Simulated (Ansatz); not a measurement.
FeGe:

```
CELL_PARAMETERS angstrom
4.68900 0.00000 0.00000
0.00000 4.68900 0.00000
0.00000 0.00000 4.68900
ATOMIC_POSITIONS crystal
Ge 0.15800 0.34200 0.65800
Ge 0.34200 0.65800 0.15800
Ge 0.65800 0.15800 0.34200
Ge 0.84200 0.84200 0.84200
Fe 0.86500 0.63500 0.36500
Fe 0.63500 0.36500 0.86500
Fe 0.36500 0.86500 0.63500
Fe 0.13500 0.13500 0.13500
```

Base run:

| Item | Value |
| --- | --- |
| Program | Ansatz 0.2.0 |
| Functional | r2SCAN |
| Potentials or basis | Ansatz PAW |
| Cutoff | 500 eV |
| Density cutoff | 2000 eV |
| k mesh | 6 × 6 × 6 |
| Occupations | fermi-dirac, width 0.05 eV |
| Spin | collinear spin, ferromagnetic start |
| Starting moments | [0.0, 0.0, 0.0, 0.0, 3.0, 3.0, 3.0, 3.0] μB |

Its results: band gap on the k mesh none (metal or under the smearing width); pressure 2.4 GPa; net moment 7.71 μB per cell; site moments Ge -0.09; Fe +2.16 μB; largest force 0.285 eV/Å.

Question: After a change of settings the same cell gave: band gap on the k mesh none (metal or under the smearing width); pressure -10.0 GPa; net moment 4.21 μB per cell; site moments Ge -0.05; Fe +1.16 μB; largest force 0.142 eV/Å. Which change was it?
A. functional from r2SCAN to PBEsol; cutoff from 500 eV to 420 eV; density cutoff from 2000 eV to 1680 eV
B. functional from r2SCAN to PBE; cutoff from 500 eV to 420 eV; density cutoff from 2000 eV to 1680 eV
C. functional from r2SCAN to LDA; cutoff from 500 eV to 420 eV; density cutoff from 2000 eV to 1680 eV

Answer: A.

Caveats: the PAW data sets come from PBE, with cores solved anew for the run's functional, which leaves a small shift of forces and pressure; the magnetic or orbital state may not be the lowest (some runs).

Not every run made on this cell is shown here.
